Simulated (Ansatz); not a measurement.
## Si3N4: field gradients against cell size

Reference cell: an entry of the Crystallography Open Database (COD), its atoms then relaxed with PBE in this cell.

Space group P6_3/m (No. 176); a = 7.5950, c = 2.9023 Å, γ = 120.00°.

| site | Wyckoff | site symmetry | x | y | z |
| --- | --- | --- | --- | --- | --- |
| Si | 6h | m.. | 0.7673 | 0.1736 | 0.2500 |
| N7 | 6h | m.. | 0.0294 | 0.3297 | 0.2500 |
| N13 | 2d | -6.. | 0.3333 | 0.6667 | 0.7499 |

One atom of each set is listed.

All values are calculated (Ansatz; DFT, PBE, plane waves and PAW (field gradients read without the response of the frozen cores, which leaves them typically 4 to 6 % off), scalar-relativistic, 420 eV cutoff, Γ-centred 4×4×10 k-points, Fermi–Dirac smearing 0.02 eV), not measured.

The cell is scaled uniformly, and the ions relax again at each size.

```
V/V₀  Si V_zz (η)   N7 V_zz (η)  N13 V_zz (η)
0.96  0.98 (0.22)  -4.69 (0.09)  -4.59 (0.00)
0.98  0.96 (0.22)  -4.90 (0.08)  -4.82 (0.00)
1.00            ?             ?             ?
1.04  0.87 (0.32)  -5.50 (0.06)  -5.47 (0.00)
```

(1) Fill in the row for V/V₀ = 1.00 (V_zz in 10²¹ V/m²).

At this cell the PBE pressure is 6 GPa, so with PBE the cell would grow if it were relaxed.

## Answers

(1) Si: 0.91 (0.27), N7: -5.10 (0.07), N13: -5.03 (0.00). Worked for N7: a power law through the other 3 rows, |V_zz| = 5.09 × (V/V₀)^1.98, gives 5.09 at V/V₀ = 1.00, against 5.10 from the run (-0.2 %). Logarithmic slopes d ln|V_zz|/d ln V over the series: Si -1.6, N7 2.0, N13 2.2. Point charges on a uniformly scaled lattice would give −1; atoms that shift within the cell as it changes, and charge that moves in the bonds, make the difference.
